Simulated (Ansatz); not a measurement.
# Zone-centre phonons of ZnS at 12 GPa: input and output

Method: DFT PBE, scalar-relativistic, plane waves, PAW in Ansatz 0.2.0.

Launched with:
```bash
ansatz run input.yaml --threads 1 --pin off --max-ram 3072MiB --backend cpu --events-out ev --progress --plain --runs-dir out
```

Input (bare energies are in eV):
```yaml
crystal:
  lattice:
    - [0.0, 2.606853999, 2.606853999]
    - [2.606853999, 0.0, 2.606853999]
    - [2.606853999, 2.606853999, 0.0]
  atoms:
    - { symbol: Zn, position: [0.0, 0.0, 0.0] }
    - { symbol: S, position: [0.75, 0.75, 0.75] }
basis:
  ecutwfc: 420
kpoints:
  mp_grid: { grid: [10, 10, 10] }
hamiltonian:
  xc: pbe
scf:
  occupations: { method: fixed }
output:
  eigenvalues: true
phonons:
  method: dfpt
  dielectric: true
  rigid_motions: translations
  eigenvectors: true
```

The end of the output:
```
--- Phonons (Γ-DFPT): 2 representative perturbations + reference, on 171 of 1000 k-points (Σ response iterations 6) ---
  k mesh reduced under 4 symmetry operations, with k and −k counted as one. Each operation leaves every solved perturbation unchanged. A smaller set is not considered because the run solves the response ...
  ASR residual: 1.926e-4 → 0.000e0 eV/Å²; symmetrization residual: 4.297e-7 eV/Å²
  ASR residual per site (eV/Å²): 1.08e-4 1.93e-4
  Γ frequencies (cm⁻¹): 0.00 0.00 0.00 324.20 324.20 324.20
  ε∞ (high-frequency dielectric tensor):
        5.937853    -0.000000    -0.000000
       -0.000000     5.937853     0.000000
       -0.000000     0.000000     5.937853
  ε⁰ (static dielectric tensor: ions relaxed, cell fixed):
        8.028892    -0.000000    -0.000000
       -0.000000     8.028892     0.000000
       -0.000000     0.000000     8.028892
  ε⁰ − ε∞ (ionic part):
        2.091039     0.000000    -0.000000
        0.000000     2.091039     0.000000
       -0.000000     0.000000     2.091039
  softest optical mode at Γ: 324.20 cm⁻¹; the repairs (sum rule, projections) moved no ω² at Γ by more than (1.29 cm⁻¹)²
  Born effective charges Z* (e; rows j = field, columns β = displacement):
    site 0:
         1.84505    0.00000    0.00000
         0.00000    1.84505    0.00000
        -0.00000    0.00000    1.84505
    site 1:
        -1.84505   -0.00000   -0.00000
        -0.00000   -1.84505   -0.00000
         0.00000   -0.00000   -1.84505
  Z* charge neutrality: 1.469e-4 e pre-enforcement
  solved inside a basis spanned on kpoints, on 10×10×10 k-points, its susceptibility summed on 14×14×14: ε∞ is read to err by 1.5e-2, Z* by 1.2e-2 e (field_mesh: kpoints solves on kpoints); Z* is corrected for ...
  optical modes at Γ without the LO–TO term, one row a degenerate level:
      ω (cm⁻¹) modes IR ((D/Å)²/amu)
        324.20      3            10.9529
  optical modes at Γ + LO–TO along q̂ = [1.0000, 0.0000, 0.0000]:
      ω (cm⁻¹) modes IR ((D/Å)²/amu)
        324.20      2             7.3020
        376.99      1             3.6510
  optical modes at Γ + LO–TO along q̂ = [0.0000, 1.0000, 0.0000]:
      ω (cm⁻¹) modes IR ((D/Å)²/amu)
        324.20      2             7.3020
        376.99      1             3.6510
  optical modes at Γ + LO–TO along q̂ = [0.0000, 0.0000, 1.0000]:
      ω (cm⁻¹) modes IR ((D/Å)²/amu)
        324.20      2             7.3020
        376.99      1             3.6510
```

The run took 85 s on 1 thread of Arm Neoverse V1, with other jobs on the host, peak memory 0.59 GiB.

At this pressure the crystal is close to a known change of phase.